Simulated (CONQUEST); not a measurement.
# Hf (P6_3/mmc) in CONQUEST: reference runs

How does Hf come out in PBEsol? The cell is run as given and disturbed.

Program: CONQUEST 1.3. These are calculated values, not measurements. Logs are shortened: lines on timing, memory, paths and dates and some standing lists are left out, and cuts for length are marked.

## Step 1: Starting point

Symmetry: P6_3/mmc, No. 194, hexagonal system. The conventional cell has a = 3.197 Å, b = 3.197 Å, c = 5.058 Å, α = 90.00°, β = 90.00°, γ = 120.00°. Hf (site symmetry -6m2) has 12 Hf at 3.13 to 3.20 Å as nearest neighbours.

## Step 2: Single point, PBEsol

Conquest_input reads:

```
IO.Title Hf
IO.Coordinates coords.dat
IO.FractionalAtomicCoords T
IO.Iprint 2
IO.Iprint_init 1
General.NumberOfSpecies 1
General.PseudopotentialType hamann
AtomMove.TypeOfRun static
AtomMove.FullStress T
Grid.GridCutoff 120
DM.SolutionMethod diagon
Diag.MPMesh T
Diag.GammaCentred T
Diag.MPMeshX 8
Diag.MPMeshY 5
Diag.MPMeshZ 5
Diag.kT 0.00183747
minE.SCTolerance 1e-6
SC.MaxIters 100
IO.AtomChargeOutput T
IO.DumpChargeDensity T
IO.DumpESPot T
%block ChemicalSpeciesLabel
1 178.490 Hf
%endblock
```

coords.dat reads:

```
    6.0408875026     0.0000000000     0.0000000000
    0.0000000000     9.5578567931     0.0000000000
    0.0000000000     0.0000000000    10.4631240781
4
  0.0000000000   0.7500000000   0.3333333330 1 T T T
  0.5000000000   0.7500000000   0.8333333330 1 T T T
  0.0000000000   0.2500000000   0.6666666670 1 T T T
  0.5000000000   0.2500000000   0.1666666670 1 T T T
```

Potentials or basis: PseudoDojo NC PBEsol, DZP, grid cutoff 120 Ha.

The run is started by

```sh
> OMP_NUM_THREADS=1 Conquest
```

Log:

```text
Simulation cell dimensions:     6.0409 a0 x     9.5579 a0 x    10.4631 a0

      Atomic coordinates (a0)
         Atom         X         Y         Z  Species
            1    0.0000    7.1684    3.4877        1
            2    3.0204    7.1684    8.7193        1
            3    0.0000    2.3895    6.9754        1
            4    3.0204    2.3895    1.7439        1

         Monkhorst-Pack mesh:   8 x   5 x   5 gamma-centred
        This calculation includes non-local pseudopotentials,
         with a maximum core radius of      8.18838327

    Job title: Hf
    Job to be run: static calculation

[... 5 lines left out ...]
      Using Fermi-Dirac smearing

    Integration grid size:     32 x   48 x   60

    Integration grid spacing:  0.189 a0 x 0.199 a0 x 0.174 a0

    Number of species:  1
    --------------------------------------------------------
    |   #  mass (au)  Charge (e)  SF Rad (a0)  NSF  Label  |
    --------------------------------------------------------
    |   1    178.490      12.000        8.562   19  Hf     |
    --------------------------------------------------------
          SCF tolerance:                 0.00000100
          SCF iterations:               100

    LibXC version:  6. 2. 2
    Using the GGA functional Perdew, Burke & Ernzerhof SOL
    Using the GGA functional Perdew, Burke & Ernzerhof SOL

           radial cut-off to be used is taken to be max PAO cut-off radius for this species:    8.188383

           greatest ang. mom. for making density from PAOs:  2
    Minimum blocs/proc is     1440. Maximum blocs/proc is     1440
    set_atom_dens: In set_atomic_density, electrons :      48.000000000000
 matrix_size & matrix_size_padH =           76          76

    Screened ion int: energy:    -149.747171437858 Ha

    new_SC_potl: Starting.  Tolerance:  0.10000E-05

    PulayMixSC: Starting Pulay mixing, A_up =  0.500 A_dn =  0.500
    PulayMixSC: Spin non-polarised calculation.
          Harris-Foulkes Energy            :      -225.509712072261550 Ha
          GroundState Energy (E-(1/2)TS)   :      -225.510066379920715 Ha
          Free Energy (E-TS)               :      -225.510420687579881 Ha
          DFT Total Energy                 :      -225.474136876831665 Ha
          Total number of electrons        :        48.000000000001535
    PulayMixSC: Pulay iteration     1 residual:              0.19430E-02
          Harris-Foulkes Energy            :      -225.487410070379525 Ha
          GroundState Energy (E-(1/2)TS)   :      -225.487827440193030 Ha
          Free Energy (E-TS)               :      -225.488244810006506 Ha
          DFT Total Energy                 :      -225.484775414289203 Ha
          Total number of electrons        :        48.000056355553461
    PulayMixSC: Pulay iteration     2 residual:              0.67846E-03
          Harris-Foulkes Energy            :      -225.485510376561990 Ha
          GroundState Energy (E-(1/2)TS)   :      -225.485958284452380 Ha
          Free Energy (E-TS)               :      -225.486406192342770 Ha
          DFT Total Energy                 :      -225.485472656512286 Ha
          Total number of electrons        :        48.000095629607543
    PulayMixSC: Pulay iteration     3 residual:              0.16022E-03
          Harris-Foulkes Energy            :      -225.485477275479013 Ha
          GroundState Energy (E-(1/2)TS)   :      -225.485926822854367 Ha
          Free Energy (E-TS)               :      -225.486376370229749 Ha
          DFT Total Energy                 :      -225.485476941117525 Ha
          Total number of electrons        :        48.000109925417462
    PulayMixSC: Pulay iteration     4 residual:              0.10673E-04
          Harris-Foulkes Energy            :      -225.485477562216374 Ha
          GroundState Energy (E-(1/2)TS)   :      -225.485927243000532 Ha
          Free Energy (E-TS)               :      -225.486376923784690 Ha
          DFT Total Energy                 :      -225.485477507422871 Ha
          Total number of electrons        :        48.000110779066979
    PulayMixSC: Pulay iteration     5 residual:              0.28765E-05
          Harris-Foulkes Energy            :      -225.485477264476629 Ha
          GroundState Energy (E-(1/2)TS)   :      -225.485926850292799 Ha
          Free Energy (E-TS)               :      -225.486376436108969 Ha
          DFT Total Energy                 :      -225.485477254732160 Ha
          Total number of electrons        :        48.000111792743624
    PulayMixSC: Pulay iteration     6 residual:              0.12652E-05
          Harris-Foulkes Energy            :      -225.485477080183387 Ha
          GroundState Energy (E-(1/2)TS)   :      -225.485926599571172 Ha
          Free Energy (E-TS)               :      -225.486376118958958 Ha
          DFT Total Energy                 :      -225.485477080177134 Ha
          Total number of electrons        :        48.000110866088455
    PulayMixSC: Pulay iteration     7 residual:              0.36720E-07
    PulayMixSC: Reached SCF tolerance of  0.36720E-07 after      7 iterations
      | Number of electrons      =        48.000111
      |* band energy as 2Tr[K.H] =       -57.030707714438989 Ha
      |  screened ion-ion energy =      -149.747171437857503 Ha
      |  Ha correction           =         1.457405012213716 Ha
      |  XC correction           =       -20.165002546283819 Ha
      | GS Energy as E-(1/2)TS   =      -225.485926599571172 Ha
      | Free Energy as E-TS      =      -225.486376118958958 Ha
      |* Harris-Foulkes energy   =      -225.485477080183387 Ha
      |* DFT total energy        =      -225.485477080177134 Ha
      |  estimated accuracy      =        -0.000000000006253 Ha

    force: Forces on atoms (Ha/a0)
    force:  Atom   X              Y              Z
    force:     1   0.0000000000   0.0000000000   0.0001219684
    force:     2  -0.0000000000  -0.0000000000   0.0001219684
    force:     3  -0.0000000000   0.0000000000  -0.0001219684
    force:     4  -0.0000000000   0.0000000000  -0.0001219684

    force: Maximum force :        0.00012197(Ha/a0) on atom         1 in z direction
    force: Force Residual:        0.00012197 Ha/a0
    force: Total stress:          3.22209014     0.00000000     0.00000000 GPa
                             0.00000000     2.77552814     0.00000000
                             0.00000000     0.00000000     2.87531250
    force: Average pressure:     -2.95764359 GPa

    force: Finished force
    get_E_and_F: Change in energy during last step of electronic optimisation:  0.18429E-06

    BIBLIOGRAPHY: Please consider citing the following references in the conquest.bib file

    CONQUEST:         Bowler2002pt, Miyazaki2004, Nakata2020
    Basis:            Bowler2019
    DM:               Bowler:2006xr
    Pseudopotentials: Hamann2013, Bowler2019
    XC references from LibXC:
```

Wall time 76 s (1 thread of Intel Xeon 6975P-C (Granite Rapids), shared host); peak memory 1.2 GiB.

Results:

```yaml
Free_energy: -6135.7969 eV
Pressure: -3.0 GPa
Largest_force: 0.006 eV/Å
Band_gap_on_the_k_mesh: none (metal or under the smearing width)
```

Forces in eV/Å, atoms in the order of the input:
```
Hf   0.000  0.000  0.006
Hf   0.000  0.000  0.006
Hf   0.000  0.000 -0.006
Hf   0.000  0.000 -0.006
```

Levels at points of the mesh, in eV from the Fermi level:
| k point | band 22 | band 23 | band 24 | band 25 | band 26 | band 27 |
| --- | --- | --- | --- | --- | --- | --- |
| (0.00, 0.00, 0.00) | -0.85 | 0.67 | 0.70 | 0.82 | 1.10 | 1.10 |
| (0.50, 0.00, 0.00) | -1.61 | -1.47 | -1.47 | 0.22 | 0.22 | 0.91 |

Caveat: the box holds several primitive cells, so bands are folded and the points are those of the box's own zone; the basis of atomic orbitals isn't converged, which shifts pressures, moduli and gaps.

## Step 3: Single point, PBEsol (atoms moved at random, drawn with an rms of 0.05 Å)

Conquest_input: that of step 2 with these lines changed.

```diff
@@ -20,4 +20,2 @@
 IO.AtomChargeOutput T
-IO.DumpChargeDensity T
-IO.DumpESPot T
 %block ChemicalSpeciesLabel
```

coords.dat reads:

```
    6.0408875026     0.0000000000     0.0000000000
    0.0000000000     9.5578567931     0.0000000000
    0.0000000000     0.0000000000    10.4631240781
4
  0.0109005000   0.7545060000   0.3353995000 1 T T T
  0.5109005000   0.7545060000   0.8353995000 1 T T T
  0.0100430000   0.2466750000   0.6628270000 1 T T T
  0.5100430000   0.2466750000   0.1628270000 1 T T T
```

Potentials or basis: PseudoDojo NC PBEsol, DZP, grid cutoff 120 Ha.

The run is started by

```sh
> OMP_NUM_THREADS=1 Conquest
```

Log:

```text
Simulation cell dimensions:     6.0409 a0 x     9.5579 a0 x    10.4631 a0

      Atomic coordinates (a0)
         Atom         X         Y         Z  Species
            1    0.0658    7.2115    3.5093        1
            2    3.0863    7.2115    8.7409        1
            3    0.0607    2.3577    6.9352        1
            4    3.0811    2.3577    1.7037        1

         Monkhorst-Pack mesh:   8 x   5 x   5 gamma-centred
        This calculation includes non-local pseudopotentials,
         with a maximum core radius of      8.18838327

    Job title: Hf
    Job to be run: static calculation

[... 5 lines left out ...]
      Using Fermi-Dirac smearing

    Integration grid size:     32 x   48 x   60

    Integration grid spacing:  0.189 a0 x 0.199 a0 x 0.174 a0

    Number of species:  1
    --------------------------------------------------------
    |   #  mass (au)  Charge (e)  SF Rad (a0)  NSF  Label  |
    --------------------------------------------------------
    |   1    178.490      12.000        8.562   19  Hf     |
    --------------------------------------------------------
          SCF tolerance:                 0.00000100
          SCF iterations:               100

    LibXC version:  6. 2. 2
    Using the GGA functional Perdew, Burke & Ernzerhof SOL
    Using the GGA functional Perdew, Burke & Ernzerhof SOL

           radial cut-off to be used is taken to be max PAO cut-off radius for this species:    8.188383

           greatest ang. mom. for making density from PAOs:  2
    Minimum blocs/proc is     1440. Maximum blocs/proc is     1440
    set_atom_dens: In set_atomic_density, electrons :      48.000000000000
 matrix_size & matrix_size_padH =           76          76

    Screened ion int: energy:    -149.743262011267 Ha

    new_SC_potl: Starting.  Tolerance:  0.10000E-05

    PulayMixSC: Starting Pulay mixing, A_up =  0.500 A_dn =  0.500
    PulayMixSC: Spin non-polarised calculation.
          Harris-Foulkes Energy            :      -225.509477586691020 Ha
          GroundState Energy (E-(1/2)TS)   :      -225.509840242027735 Ha
          Free Energy (E-TS)               :      -225.510202897364479 Ha
          DFT Total Energy                 :      -225.473687351989327 Ha
          Total number of electrons        :        47.999999999999382
    PulayMixSC: Pulay iteration     1 residual:              0.19428E-02
          Harris-Foulkes Energy            :      -225.487195806270336 Ha
          GroundState Energy (E-(1/2)TS)   :      -225.487610355391638 Ha
          Free Energy (E-TS)               :      -225.488024904512940 Ha
          DFT Total Energy                 :      -225.484437324409981 Ha
          Total number of electrons        :        48.000062720446159
    PulayMixSC: Pulay iteration     2 residual:              0.67997E-03
          Harris-Foulkes Energy            :      -225.485347001854734 Ha
          GroundState Energy (E-(1/2)TS)   :      -225.485787736130277 Ha
          Free Energy (E-TS)               :      -225.486228470405820 Ha
          DFT Total Energy                 :      -225.485050227312371 Ha
          Total number of electrons        :        48.000105621891009
    PulayMixSC: Pulay iteration     3 residual:              0.17545E-03
          Harris-Foulkes Energy            :      -225.485353230206499 Ha
          GroundState Energy (E-(1/2)TS)   :      -225.485792818101970 Ha
          Free Energy (E-TS)               :      -225.486232405997413 Ha
          DFT Total Energy                 :      -225.484981112358696 Ha
          Total number of electrons        :        48.000117212457020
    PulayMixSC: Pulay iteration     4 residual:              0.92753E-04
          Harris-Foulkes Energy            :      -225.485240218787851 Ha
          GroundState Energy (E-(1/2)TS)   :      -225.485681322080978 Ha
          Free Energy (E-TS)               :      -225.486122425374106 Ha
          DFT Total Energy                 :      -225.485240035586088 Ha
          Total number of electrons        :        48.000121197924415
    PulayMixSC: Pulay iteration     5 residual:              0.67406E-05
          Harris-Foulkes Energy            :      -225.485240076914238 Ha
          GroundState Energy (E-(1/2)TS)   :      -225.485681147871617 Ha
          Free Energy (E-TS)               :      -225.486122218828996 Ha
          DFT Total Energy                 :      -225.485239746629134 Ha
          Total number of electrons        :        48.000121542868911
    PulayMixSC: Pulay iteration     6 residual:              0.27689E-05
          Harris-Foulkes Energy            :      -225.485240888858044 Ha
          GroundState Energy (E-(1/2)TS)   :      -225.485681921513446 Ha
          Free Energy (E-TS)               :      -225.486122954168849 Ha
          DFT Total Energy                 :      -225.485239131142748 Ha
          Total number of electrons        :        48.000121127931521
    PulayMixSC: Pulay iteration     7 residual:              0.56594E-05
          Harris-Foulkes Energy            :      -225.485240514543392 Ha
          GroundState Energy (E-(1/2)TS)   :      -225.485681542551589 Ha
          Free Energy (E-TS)               :      -225.486122570559786 Ha
          DFT Total Energy                 :      -225.485240509933874 Ha
          Total number of electrons        :        48.000121449474314
    PulayMixSC: Pulay iteration     8 residual:              0.40581E-06
    PulayMixSC: Reached SCF tolerance of  0.40581E-06 after      8 iterations
      | Number of electrons      =        48.000121
      |* band energy as 2Tr[K.H] =       -57.031166818102619 Ha
      |  screened ion-ion energy =      -149.743262011266893 Ha
      |  Ha correction           =         1.453894504935122 Ha
      |  XC correction           =       -20.164697640533745 Ha
      | GS Energy as E-(1/2)TS   =      -225.485681542551589 Ha
      | Free Energy as E-TS      =      -225.486122570559786 Ha
      |* Harris-Foulkes energy   =      -225.485240514543392 Ha
      |* DFT total energy        =      -225.485240509933874 Ha
      |  estimated accuracy      =        -0.000000004609518 Ha

    force: Forces on atoms (Ha/a0)
    force:  Atom   X              Y              Z
    force:     1  -0.0000535075  -0.0026584714  -0.0012975132
    force:     2  -0.0000535075  -0.0026584714  -0.0012975132
    force:     3   0.0001932625   0.0026828899   0.0013351753
    force:     4   0.0001932625   0.0026828899   0.0013351753

    force: Maximum force :        0.00268289(Ha/a0) on atom         4 in y direction
    force: Force Residual:        0.00298092 Ha/a0
    force: Total stress:          3.38774309     0.01130758     0.02446980 GPa
                             0.01130758     2.71929772    -0.00881763
                             0.02446980    -0.00881763     2.60319896
    force: Average pressure:     -2.90341326 GPa

    force: Finished force
    get_E_and_F: Change in energy during last step of electronic optimisation:  0.37431E-06

    BIBLIOGRAPHY: Please consider citing the following references in the conquest.bib file

    CONQUEST:         Bowler2002pt, Miyazaki2004, Nakata2020
    Basis:            Bowler2019
    DM:               Bowler:2006xr
    Pseudopotentials: Hamann2013, Bowler2019
    XC references from LibXC:
```

Wall time 80 s (1 thread of Intel Xeon 6975P-C (Granite Rapids), shared host); peak memory 1.2 GiB.

Results:

```
Free energy            : -6135.7900 eV
Pressure               : -2.9 GPa
Largest force          : 0.154 eV/Å
Band gap on the k mesh : none (metal or under the smearing width)
```

Forces on the atoms (eV/Å):
```
Hf  -0.003 -0.137 -0.067
Hf  -0.003 -0.137 -0.067
Hf   0.010  0.138  0.069
Hf   0.010  0.138  0.069
```

Caveat: the box holds several primitive cells, so bands are folded and the points are those of the box's own zone; the basis of atomic orbitals isn't converged, which shifts pressures, moduli and gaps.
